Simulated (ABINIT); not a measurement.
An input for ABINIT 10.8.3 (RbBr (Fm-3m)):

```
acell 3*1.0 Angstrom
rprim 
  0.000000000000 3.427000000000 3.427000000000
  3.427000000000 0.000000000000 3.427000000000
  3.427000000000 3.427000000000 -0.000000000000
ntypat 2
znucl 37 35
natom 2
typat 1 2
xred 
  0.000000000000 0.000000000000 0.000000000000
  0.500000000000 0.500000000000 0.500000000000
pp_dirpath "pseudos"
pseudos "Rb.upf, Br.upf"
ecut 19
ngkpt 4 4 4
nshiftk 1
shiftk 0 0 0
kptopt 1
chksymbreak 0
irdden 1
istwfk *1
nband 234
prtvol 0
optdriver 6
gwr_task "HDIAGO"
paral_kgb 0
occopt 1
indata_prefix "in"
outdata_prefix "out"
tmpdata_prefix "tmp"
```

The database entry behind the starting cell differs from later determinations by our own check (about 0.5 % short), so it need not match the best structure at ambient conditions.

```sh
OMP_NUM_THREADS=1 mpirun -n 4 abinit run.abi > log
```

Question: How long will it take on 4 MPI ranks of Arm Neoverse V1, shared host, and how much memory?

It took 19 s; on shared hardware allow 9.7 s to 39 s. Peak host memory was 1.2 GiB.

[Paths, hosts, dates, memory and timing lines, banners, echoed tables and standing remarks are left out of the program output.]

[Logs are printed without paths, hosts, clocks, repeated set-up lines and the standing remarks that a program may print on its own settings, such as how far it seeks lower states.]

[Runs of the session that timed out or met a known fault of the program may be left out.]

[Hosts, paths, dates, database ids (printed as entryN), source tags and the programs' standing remarks are cut or masked in the printed files.]

[G0W0 gaps are taken among the corrected bands and points alone; a level outside them can change the order at an edge.]

[Where Ansatz stands beside ABINIT at settings called matched, ABINIT's density can come from a denser mesh and the files from another edition; pairs whose starting gaps differed by over 0.03 eV were left out, so agreement reads better than it is.]
